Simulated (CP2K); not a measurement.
Runs of CP2K 2026.2 on BAs. Symmetry: F-43m, No. 216, cubic system. Conventional cell: a = 4.777 Å, b = 4.777 Å, c = 4.777 Å, α = 90.00°, β = 90.00°, γ = 90.00°. As (site symmetry -43m) is surrounded by 4 B at 2.07 Å. B (site symmetry -43m) is surrounded by 4 As at 2.07 Å. 

```csv
level,potentials or basis,smearing,points a segment of the path (NPOINTS),bands added on the path,CUTOFF of the grids,gap on the mesh (eV),pressure (GPa)
r2SCAN,"POTENTIAL_UZH As GTH-SCAN-q5, B GTH-SCAN-q3; TZVP-MOLOPT-SCAN-GTH basis",fermi-dirac 0.05 eV,6,6,675 Ry,1.42,-1.1
TB-mBJ,"POTENTIAL_UZH As GTH-PBE-q5, B GTH-PBE-q3; TZVP-MOLOPT-PBE-GTH basis",fermi-dirac 0.0259 eV,10,6,675 Ry,1.42,-
LDA,"GTH_POTENTIALS As GTH-PADE-q5, B GTH-PADE-q3; TZVP-MOLOPT-PBE-GTH basis",fermi-dirac 0.01 eV,8,6,450 Ry,1.19,(a)
PBEsol,"POTENTIAL_UZH As GTH-PBE-q5, B GTH-PBE-q3; TZVP-MOLOPT-PBE-GTH basis",fermi-dirac 0.01 eV,6,4,450 Ry,1.06,(b)
```

Alike in all rows: task band structure; no spin polarisation; cell as given; k mesh 10 × 10 × 10.

Problem. Estimate the missing entries.

Solution. (a) -4.1; (b) 2.3.

Caveats: the basis of atomic orbitals isn't converged, which shifts pressures, moduli and gaps; the potentials were made for another functional, which shifts forces and pressure (some runs); this is a model potential without an energy functional, so only levels have meaning (some runs).

A k mesh can miss the band edges, and the runs leave out spin-orbit coupling on As.
